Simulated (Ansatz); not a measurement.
Input of an Ansatz 0.2.0 run:

Contents of input.yaml:

```yaml
crystal:
  lattice:
    - [1.45, -4.065, 0.0]
    - [1.45, 4.065, 0.0]
    - [0.0, 0.0, 3.17]
  atoms:
    - { symbol: Ga, position: [0.133, 0.867, 0.75] }
    - { symbol: Ga, position: [0.867, 0.133, 0.25] }
kpoints:
  mp_grid: { grid: [10, 10, 8] }
scf:
  occupations: { method: fermi_dirac, width: 0.05 }
hamiltonian:
  xc: pbe
  pseudopotentials: { kind: all_electron, lapw: { basis_error: 0.001 } }
output:
  forces: true
  stress: true
  eigenvalues: true
  populations: true
```

Potentials or basis: all-electron LAPW, scalar-relativistic.

Launch:

```sh
$ ansatz run input.yaml --threads 1 --pin off --max-ram 3072MiB --backend cpu --events-out ev --progress --plain --runs-dir out
```

**Question.** What does it give for the pressure?

**Answer.** 1.5 GPa.

**Question.** Estimate the band gap on the k mesh.

**Answer.** None (metal or under the smearing width).

**Question.** Predict the largest force.

**Answer.** 0.212 eV/Å.

Forces on the atoms (eV/Å):
```
Ga   0.000 -0.212  0.000
Ga   0.000  0.212  0.000
```
